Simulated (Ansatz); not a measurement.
# Varying the input for Hg

The reference input for Ansatz (plane-wave DFT with PAW):

```yaml
crystal:
  lattice:
    - [-2.069695, 2.069695, 1.802258]
    - [2.069695, -2.069695, 1.802258]
    - [2.069695, 2.069695, -1.802258]
  atoms:
    - { symbol: Hg, position: [0.0, 0.0, 0.0] }
basis:
  ecutwfc: 420
kpoints:
  mp_grid: { grid: [6, 6, 6] }
hamiltonian:
  xc: pbe
scf:
  occupations: { method: gaussian, width: 0.1 }
output:
  forces: true
  stress: true
  eigenvalues: true
```

Command:

```bash
ansatz run input.yaml --threads 1 --pin off --max-ram 1331MiB --backend cpu --events-out ev --progress --plain --runs-dir out
```

The run converges in 6 SCF iterations on 30 irreducible k-points: pressure -0.20 GPa, no gap.

These settings were drawn at random to show what each does; none of the numbers is a converged property of the crystal. Each trial's input is given as a difference from the reference's; energies are extrapolated to zero smearing where there is one, and pressure is positive in compression.

Trial 1:

```diff
 hamiltonian:
+  dispersion: d3bj
 scf:
+  convergence: { dr2_threshold: "1e-11 eV" }
```

The run converges in 7 SCF iterations on 30 irreducible k-points: pressure -1.91 GPa, no gap.

Trial 2:

```diff
 kpoints:
-  mp_grid: { grid: [6, 6, 6] }
+  mp_grid: { grid: [4, 2, 2], shift: [0.76, 0.75, 0.03] }
 hamiltonian:
+  hubbard: { sites: [{ species: Hg, l: d, u_eff: 4.9 }] }
```

The run converges in 6 SCF iterations on 16 irreducible k-points: pressure 3.02 GPa, gap on the sampled k-points 0.28 eV (the reference is a metal, so it comes from the sampling or the changed settings). It warns that the mesh lowers the symmetry. Under a U the state reached may not be the lowest.

Trial 3 (volume scaled):

```diff
 crystal:
   lattice:
-    - [-2.069695, 2.069695, 1.802258]
-    - [2.069695, -2.069695, 1.802258]
-    - [2.069695, 2.069695, -1.802258]
+    - [-2.2986871755, 2.2986871755, 2.001660801]
+    - [2.2986871755, -2.2986871755, 2.001660801]
+    - [2.2986871755, 2.2986871755, -2.001660801]
```

The run converges in 6 SCF iterations on 30 irreducible k-points: energy 38.4 meV per atom above the reference, pressure -0.61 GPa, gap on the sampled k-points 0.63 eV (the reference is a metal, so it comes from the sampling or the changed settings).

Trial 4:

```diff
 basis:
-  ecutwfc: 420
+  ecutwfc: 640
+  ecutrho_ratio: 4
 kpoints:
-  mp_grid: { grid: [6, 6, 6] }
+  mp_grid: { kspacing: 0.61 }
 hamiltonian:
-  xc: pbe
+  xc: blyp
 scf:
+  eigensolver: { kind: davidson, full_accuracy: true }
+  max_iter: 87
```

The run converges in 6 SCF iterations on 13 irreducible k-points: pressure 3.50 GPa, no gap.

Trial 5:

```diff
 basis:
-  ecutwfc: 420
+  ecutwfc: 260
 hamiltonian:
-  xc: pbe
+  xc: r2scan
 scf:
-  occupations: { method: gaussian, width: 0.1 }
+  occupations: { method: fermi_dirac, width: 0.014 }
```

The run converges in 6 SCF iterations on 30 irreducible k-points: pressure -0.82 GPa (unreliable at so low a cutoff), no gap. It warns that the cutoff lies under the recommended one, 500 eV for these potentials.

Trial 6 (the one atom moved, which only shifts the crystal as a whole):

```diff
 crystal:
   atoms:
-    - { symbol: Hg, position: [0.0, 0.0, 0.0] }
+    - { symbol: Hg, position: [0.0554859515, 0.0554859515, 0.0] }
 basis:
-  ecutwfc: 420
+  xc_grid: 3
 kpoints:
-  mp_grid: { grid: [6, 6, 6] }
+  mp_grid: { grid: [4, 4, 4] }
 hamiltonian:
+  pseudopotentials: { kind: nc }
 scf:
-  occupations: { method: gaussian, width: 0.1 }
+  occupations: { method: fermi_dirac, width: "3000 K" }
+  n_extra_bands: 5
```

The run converges in 7 SCF iterations on 13 irreducible k-points: at 898 eV, the cutoff that these potentials take when none is typed, pressure -0.57 GPa, no gap.